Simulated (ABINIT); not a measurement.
# AlN (F-43m) in ABINIT: notebook

One crystal, AlN, is run at these levels: PBE; tasks: equation of state, band structure.

All numbers are computed with ABINIT 10.8.3 (patched build); they aren't measurements. Logs are shortened: lines on timing, memory, paths and dates and some standing lists are left out, and cuts for length are marked. The log counts tension as positive stress, the text compression.

## Step 1: The crystal as given

The structure is cubic, space group F-43m (No. 216). Conventional cell: a = 4.368 Å, b = 4.368 Å, c = 4.368 Å, α = 90.00°, β = 90.00°, γ = 90.00°. Al (site symmetry -43m) is surrounded by 4 N at 1.89 Å. N (site symmetry -43m) is surrounded by 4 Al at 1.89 Å.

Measurements of this composition are mostly on another form, of space group No. 186.

## Step 2: Equation of state, PBE

The input, run.abi:

```
# Datasets: one volume each
ndtset 7
getwfk -1
scalecart1 3*0.9795861087
scalecart2 3*0.9864848297
scalecart3 3*0.9932883884
scalecart4 3*1.0000000000
scalecart5 3*1.0066227096
scalecart6 3*1.0131594038
scalecart7 3*1.0196128224

# Pseudopotentials
pp_dirpath "./"
pseudos "Al.GGA_PBE-JTH.xml, N.GGA_PBE-JTH.xml"

# Structure
acell 3*1.0 Angstrom
rprim
     0.0000000000     2.1839935596     2.1839935596
     2.1839935596     0.0000000000     2.1839935596
     2.1839935596     2.1839935596     0.0000000000
ntypat 2
znucl 13 7
natom 2
typat 1 2
xred
     0.0000000000     0.0000000000     0.0000000000
     0.2500000000     0.2500000000     0.2500000000

# Plane-wave basis
ecut 31.0
pawecutdg 53.0

# k points
kptopt 1
ngkpt 10 10 10
nshiftk 1
shiftk 0.0 0.0 0.0

# Exchange and correlation
ixc 11

# Bands and occupations
nband 8
occopt 3
tsmear 0.00183747

# SCF cycle
nstep 100
tolvrs 1.0e-9

# Output
iomode 3
prtwf 1
prtden 0
prteig 0
prtebands 0
enunit 2
```

Potentials or basis: JTH PAW PBE v2.0.

On the command line:

```console
$ abinit run.abi > log 2>&1
```

run.abo:

```text
.Version 10.8.3 of ABINIT
 DATASET    1 : space group F-4 3 m (#216); Bravais cF (face-center cubic)
================================================================================
 Values of the parameters that define the memory need for DATASET  1.
     intxc =       0    ionmov =       0      iscf =      17    lmnmax =       8
     lnmax =       4     mgfft =      30  mpssoang =       2    mqgrid =    3001
     natom =       2  nloc_mem =       2    nspden =       1   nspinor =       1
    nsppol =       1      nsym =      24    n1xccc =       1    ntypat =       2
    occopt =       3   xclevel =       2
       mpw =        1103          nfft =       27000          nkpt =          47
 PAW method is used; the additional fine FFT grid is defined by:
   mgfftf=        40    nfftf =     64000
================================================================================
================================================================================
[... 71 lines left out ...]
 DATASET    7 : space group F-4 3 m (#216); Bravais cF (face-center cubic)
================================================================================
 Values of the parameters that define the memory need for DATASET  7.
     intxc =       0    ionmov =       0      iscf =      17    lmnmax =       8
     lnmax =       4     mgfft =      30  mpssoang =       2    mqgrid =    3001
     natom =       2  nloc_mem =       2    nspden =       1   nspinor =       1
    nsppol =       1      nsym =      24    n1xccc =       1    ntypat =       2
    occopt =       3   xclevel =       2
       mpw =        1244          nfft =       27000          nkpt =          47
 PAW method is used; the additional fine FFT grid is defined by:
   mgfftf=        40    nfftf =     64000
================================================================================
================================================================================

--------------------------------------------------------------------------------
------------- Echo of variables that govern the present computation ------------
--------------------------------------------------------------------------------
 -outvars: echo values of preprocessed input variables --------
            acell      1.8897261259E+00  1.8897261259E+00  1.8897261259E+00 Bohr
              amu      2.69815390E+01  1.40067400E+01
             ecut      3.10000000E+01 Hartree
           enunit           2
           getwfk          -1
              ixc          11
           jdtset        1    2    3    4    5    6    7
         kptrlatt       10    0    0      0   10    0      0    0   10
          kptrlen1     5.71752189E+01
          kptrlen2     5.75778746E+01
          kptrlen3     5.79749759E+01
          kptrlen4     5.83667106E+01
          kptrlen5     5.87532564E+01
          kptrlen6     5.91347817E+01
          kptrlen7     5.95114466E+01
            natom           2
            nband           8
           ndtset           7
            ngfft          30      30      30
          ngfftdg          40      40      40
             nkpt          47
            nstep         100
             nsym          24
           ntypat           2
           occopt           3
        pawecutdg      5.30000000E+01 Hartree
         pawxcdev           0
           prtden           0
        prtebands           0
           prteig           0
            rprim1     0.0000000000E+00  2.1394097525E+00  2.1394097525E+00
                       2.1394097525E+00  0.0000000000E+00  2.1394097525E+00
                       2.1394097525E+00  2.1394097525E+00  0.0000000000E+00
            rprim2     0.0000000000E+00  2.1544765147E+00  2.1544765147E+00
                       2.1544765147E+00  0.0000000000E+00  2.1544765147E+00
                       2.1544765147E+00  2.1544765147E+00  0.0000000000E+00
            rprim3     0.0000000000E+00  2.1693354431E+00  2.1693354431E+00
                       2.1693354431E+00  0.0000000000E+00  2.1693354431E+00
                       2.1693354431E+00  2.1693354431E+00  0.0000000000E+00
            rprim4     0.0000000000E+00  2.1839935596E+00  2.1839935596E+00
                       2.1839935596E+00  0.0000000000E+00  2.1839935596E+00
                       2.1839935596E+00  2.1839935596E+00  0.0000000000E+00
            rprim5     0.0000000000E+00  2.1984575147E+00  2.1984575147E+00
                       2.1984575147E+00  0.0000000000E+00  2.1984575147E+00
                       2.1984575147E+00  2.1984575147E+00  0.0000000000E+00
            rprim6     0.0000000000E+00  2.2127336127E+00  2.2127336127E+00
                       2.2127336127E+00  0.0000000000E+00  2.2127336127E+00
                       2.2127336127E+00  2.2127336127E+00  0.0000000000E+00
            rprim7     0.0000000000E+00  2.2268278374E+00  2.2268278374E+00
                       2.2268278374E+00  0.0000000000E+00  2.2268278374E+00
                       2.2268278374E+00  2.2268278374E+00  0.0000000000E+00
          spgroup         216
           tolvrs      1.00000000E-09
           tsmear      1.83747000E-03 Hartree
            typat      1  2
           useylm           1
           xangst1     0.0000000000E+00  0.0000000000E+00  0.0000000000E+00
                       1.0697048762E+00  1.0697048762E+00  1.0697048762E+00
           xangst2     0.0000000000E+00  0.0000000000E+00  0.0000000000E+00
                       1.0772382574E+00  1.0772382574E+00  1.0772382574E+00
           xangst3     0.0000000000E+00  0.0000000000E+00  0.0000000000E+00
                       1.0846677215E+00  1.0846677215E+00  1.0846677215E+00
           xangst4     0.0000000000E+00  0.0000000000E+00  0.0000000000E+00
                       1.0919967798E+00  1.0919967798E+00  1.0919967798E+00
           xangst5     0.0000000000E+00  0.0000000000E+00  0.0000000000E+00
                       1.0992287574E+00  1.0992287574E+00  1.0992287574E+00
           xangst6     0.0000000000E+00  0.0000000000E+00  0.0000000000E+00
                       1.1063668064E+00  1.1063668064E+00  1.1063668064E+00
           xangst7     0.0000000000E+00  0.0000000000E+00  0.0000000000E+00
                       1.1134139187E+00  1.1134139187E+00  1.1134139187E+00
            xcart1     0.0000000000E+00  0.0000000000E+00  0.0000000000E+00
                       2.0214492516E+00  2.0214492516E+00  2.0214492516E+00
            xcart2     0.0000000000E+00  0.0000000000E+00  0.0000000000E+00
                       2.0356852787E+00  2.0356852787E+00  2.0356852787E+00
            xcart3     0.0000000000E+00  0.0000000000E+00  0.0000000000E+00
                       2.0497249313E+00  2.0497249313E+00  2.0497249313E+00
            xcart4     0.0000000000E+00  0.0000000000E+00  0.0000000000E+00
                       2.0635748442E+00  2.0635748442E+00  2.0635748442E+00
            xcart5     0.0000000000E+00  0.0000000000E+00  0.0000000000E+00
                       2.0772413011E+00  2.0772413011E+00  2.0772413011E+00
            xcart6     0.0000000000E+00  0.0000000000E+00  0.0000000000E+00
                       2.0907302588E+00  2.0907302588E+00  2.0907302588E+00
            xcart7     0.0000000000E+00  0.0000000000E+00  0.0000000000E+00
                       2.1040473711E+00  2.1040473711E+00  2.1040473711E+00
             xred      0.0000000000E+00  0.0000000000E+00  0.0000000000E+00
                       2.5000000000E-01  2.5000000000E-01  2.5000000000E-01
            znucl       13.00000    7.00000

================================================================================

 chkinp: Checking input parameters for consistency, jdtset=   1.

 chkinp: Checking input parameters for consistency, jdtset=   2.
[... 40 lines left out ...]
 getcut: wavevector=  0.0000  0.0000  0.0000  ngfft=  40  40  40
         ecut(hartree)=     53.000   => boxcut(ratio)=   2.13476

--- Pseudopotential description ------------------------------------------------
- pspini: atom type   1  psp file is ./Al.GGA_PBE-JTH.xml
 Pseudopotential format is: paw10
 basis_size (lnmax)=  4 (lmn_size=  8), orbitals=   0   0   1   1
 Spheres core radius: rc_sph= 1.90363307
 Shapefunction is SIN type: shapef(r)=[sin(pi*r/rshp)/(pi*r/rshp)]**2
 Radius for shape functions =  1.60786206
 Compensation charge density is not taken into account in XC energy/potential

- pspini: atom type   2  psp file is ./N.GGA_PBE-JTH.xml
 Pseudopotential format is: paw10
 basis_size (lnmax)=  4 (lmn_size=  8), orbitals=   0   0   1   1
 Spheres core radius: rc_sph= 1.20497474
 Shapefunction is SIN type: shapef(r)=[sin(pi*r/rshp)/(pi*r/rshp)]**2
 Radius for shape functions =  1.00243812
 Compensation charge density is not taken into account in XC energy/potential

  -4.47066277E+00                                ecore*ucvol(ha*bohr**3)
--------------------------------------------------------------------------------

[... 1264 lines left out ...]
-Cartesian components of stress tensor (GPa)         [Pressure= -5.9055E+00 GPa]
- sigma(1 1)=  5.90545161E+00  sigma(3 2)=  0.00000000E+00
- sigma(2 2)=  5.90545161E+00  sigma(3 1)=  0.00000000E+00
- sigma(3 3)=  5.90545161E+00  sigma(2 1)=  0.00000000E+00

== END DATASET(S) ==============================================================
================================================================================

 -outvars: echo values of variables after computation  --------
            acell      1.8897261259E+00  1.8897261259E+00  1.8897261259E+00 Bohr
           etotal1    -1.2230289645E+01
           etotal2    -1.2231967523E+01
           etotal3    -1.2233146278E+01
           etotal4    -1.2233870390E+01
           etotal5    -1.2234184278E+01
           etotal6    -1.2234124073E+01
           etotal7    -1.2233725263E+01
            fcart1    -3.3300925326E-29 -3.3300925326E-29  9.9902775978E-29
                       3.3300925326E-29  3.3300925326E-29 -9.9902775978E-29
            fcart2     8.2670110259E-30  4.0301678751E-29 -2.4801033078E-29
                      -8.2670110259E-30 -4.0301678751E-29  2.4801033078E-29
            fcart3    -3.2841543541E-29 -9.5686200736E-46  3.2841543541E-29
                       3.2841543541E-29  9.5686200736E-46 -3.2841543541E-29
            fcart4     8.0533399520E-29 -1.7329972049E-29 -4.5873455423E-29
                      -8.0533399520E-29  1.7329972049E-29  4.5873455423E-29
            fcart5    -0.0000000000E+00 -0.0000000000E+00 -0.0000000000E+00
                      -0.0000000000E+00 -0.0000000000E+00 -0.0000000000E+00
[... 38 lines left out ...]
                       0.0000000000E+00  0.0000000000E+00  0.0000000000E+00
           xangst1     0.0000000000E+00  0.0000000000E+00  0.0000000000E+00
                       1.0697048762E+00  1.0697048762E+00  1.0697048762E+00
           xangst2     0.0000000000E+00  0.0000000000E+00  0.0000000000E+00
                       1.0772382574E+00  1.0772382574E+00  1.0772382574E+00
           xangst3     0.0000000000E+00  0.0000000000E+00  0.0000000000E+00
                       1.0846677215E+00  1.0846677215E+00  1.0846677215E+00
           xangst4     0.0000000000E+00  0.0000000000E+00  0.0000000000E+00
                       1.0919967798E+00  1.0919967798E+00  1.0919967798E+00
           xangst5     0.0000000000E+00  0.0000000000E+00  0.0000000000E+00
                       1.0992287574E+00  1.0992287574E+00  1.0992287574E+00
           xangst6     0.0000000000E+00  0.0000000000E+00  0.0000000000E+00
                       1.1063668064E+00  1.1063668064E+00  1.1063668064E+00
           xangst7     0.0000000000E+00  0.0000000000E+00  0.0000000000E+00
                       1.1134139187E+00  1.1134139187E+00  1.1134139187E+00
             xred      0.0000000000E+00  0.0000000000E+00  0.0000000000E+00
                       2.5000000000E-01  2.5000000000E-01  2.5000000000E-01
 Calculation completed.
```

It took 59 s on 1 thread of Arm Neoverse V2, shared host; peak memory 0.13 GiB.

Results:

```
Equilibrium volume                      : 10.69 Å³/atom
Bulk modulus                            : 194 GPa
Pressure derivative of the bulk modulus : 3.9
```

Energy against volume, from the lowest point:
```
volume (Å³/atom)  energy (meV/atom)
           9.792              52.99
          10.001              30.16
          10.209              14.12
          10.417               4.27
          10.626               0.00
          10.834               0.82
          11.042               6.25
```

Caveat: pressures at fixed basis lie under the slope of the energies.

## Step 3: Band structure, PBE

The input, run.abi:

```
# Datasets: ground state, then fixed potential
ndtset 2

# Pseudopotentials
pp_dirpath "./"
pseudos "Al.upf, N.upf"

# Structure
acell 3.0886333121 3.0886333121 3.0886333121 Angstrom
rprim
     0.0000000000     0.7071067812     0.7071067812
     0.7071067812     0.0000000000     0.7071067812
     0.7071067812     0.7071067812     0.0000000000
ntypat 2
znucl 13 7
natom 2
typat 1 2
xred
     0.0000000000     0.0000000000     0.0000000000
     0.2500000000     0.2500000000     0.2500000000

# Plane-wave basis
ecut 42.0

# Exchange and correlation
ixc 11

# Bands and occupations
occopt 3
tsmear 0.05 eV

# SCF cycle
nstep 100

# Output
iomode 3
prtwf 0
prteig 0
prtebands 0
enunit 1
prtden1 1

# Dataset 1
kptopt1 1
ngkpt1 10 10 10
nshiftk1 1
shiftk1 0.0 0.0 0.0
nband1 8
tolvrs1 1.0e-10

# Dataset 2: bands along G-X-W-K-G-L-U-W-L-K
iscf2 -2
getden2 1
nband2 12
nbdbuf2 2
tolwfr2 1.0e-12
kptopt2 -9
ndivsm2 5
prteig2 1
kptbounds2
     0.0000000000     0.0000000000     0.0000000000
     0.5000000000     0.0000000000     0.5000000000
     0.5000000000     0.2500000000     0.7500000000
     0.3750000000     0.3750000000     0.7500000000
     0.0000000000     0.0000000000     0.0000000000
     0.5000000000     0.5000000000     0.5000000000
     0.6250000000     0.2500000000     0.6250000000
     0.5000000000     0.2500000000     0.7500000000
     0.5000000000     0.5000000000     0.5000000000
     0.3750000000     0.3750000000     0.7500000000
```

Potentials or basis: PseudoDojo NC SR PBE v0.4 stringent.

On the command line:

```console
$ abinit run.abi > log 2>&1
```

It took 41 s on 1 thread of Arm Neoverse V2, shared host; peak memory 0.1 GiB.

Results (log left out):

- Free energy: -348.1033 eV
- Pressure: 4.5 GPa
- Band gap on the k mesh: 3.32 eV, indirect (least direct gap 4.19 eV)
- Band gap along the path: 3.32 eV, indirect (least direct gap 4.19 eV)
- Valence electrons inside the program's atomic spheres: Al 1.10; N 5.38

Levels at the corners of the path, in eV from the valence-band top:
| point | band 1 | band 2 | band 3 | band 4 | band 5 | band 6 | band 7 | band 8 | band 9 |
| --- | --- | --- | --- | --- | --- | --- | --- | --- | --- |
| Γ | -14.97 | 0.00 | 0.00 | 0.00 | 4.19 | 12.59 | 12.59 | 12.59 | 17.74 |
| X | -12.28 | -4.90 | -1.78 | -1.78 | 3.32 | 8.65 | 13.92 | 15.70 | 15.70 |
| W | -12.23 | -3.77 | -3.44 | -2.70 | 6.05 | 11.45 | 11.98 | 12.16 | 17.21 |
| K | -12.30 | -4.25 | -3.63 | -1.37 | 5.17 | 10.12 | 13.05 | 14.17 | 15.21 |
| Γ | -14.97 | 0.00 | 0.00 | 0.00 | 4.19 | 12.59 | 12.59 | 12.59 | 17.74 |
| L | -12.92 | -5.86 | -0.48 | -0.48 | 7.39 | 9.84 | 11.17 | 11.17 | 17.97 |
| U | -12.30 | -4.25 | -3.63 | -1.37 | 5.17 | 10.12 | 13.05 | 14.17 | 15.21 |
| W | -12.23 | -3.77 | -3.44 | -2.70 | 6.05 | 11.45 | 11.98 | 12.16 | 17.21 |
| L | -12.92 | -5.86 | -0.48 | -0.48 | 7.39 | 9.84 | 11.17 | 11.17 | 17.97 |
| K | -12.30 | -4.25 | -3.63 | -1.37 | 5.17 | 10.12 | 13.05 | 14.17 | 15.21 |

A hybrid or GW would open this gap; PBE tends to underestimate it.
